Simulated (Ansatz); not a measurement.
Runs of Ansatz 0.2.0 on MnO2. The structure is trigonal, space group P-3m1 (No. 164). The conventional cell has a = 2.857 Å, b = 2.857 Å, c = 4.601 Å, α = 90.00°, β = 90.00°, γ = 120.00°. Around Mn (site symmetry -3m) lie 6 O at 1.90 Å. O (site symmetry 3m) has 3 Mn at 1.90 Å as nearest neighbours. Measurements of this composition are mostly on another form, of space group No. 136.

```tsv
task	level	cutoff (eV)	basis error allowed	gap on the mesh (eV)	pressure (GPa)	moment (μB)	V0 of scaled cells (Å³/atom)	B0 (GPa)	largest force (eV/Å)
equation of state	PBEsol	-	0.002 eV/atom	-	-	-	10.72	206	-
band structure	LDA	417	0.002 eV/atom	0.45	(a)	3.00	-	-	0.53
equation of state	LDA	-	0.002 eV/atom	-	-	-	10.39	226	-
band structure	PBEsol	418	0.002 eV/atom	0.75	-2.1	3.00	-	-	0.16
equation of state	PBEsol	-	0.001 eV/atom	-	-	-	10.72	(b)	-
single point	PBEsol	452	0.001 eV/atom	0.75	-2.1	3.00	-	-	0.16
```

Alike in all rows: potentials or basis all-electron LAPW, scalar-relativistic; spin collinear, ferromagnetic start; cell as given; k mesh 11 × 11 × 6; smearing fermi-dirac 0.05 eV.

Task: Estimate the missing entries.

Result: (a) -8.6; (b) 205.

Caveats: the cell was scaled at fixed shape and fractional positions, which overstates the stiffness of a crystal with free parameters, most of all of layers and chains (some runs); a cell with one magnetic atom can't hold antiferromagnetic order, which such compounds often take (some runs); an odd mesh through Γ misses points on the zone boundary, where band edges often lie (some runs).

Not every run made on this cell is shown here.
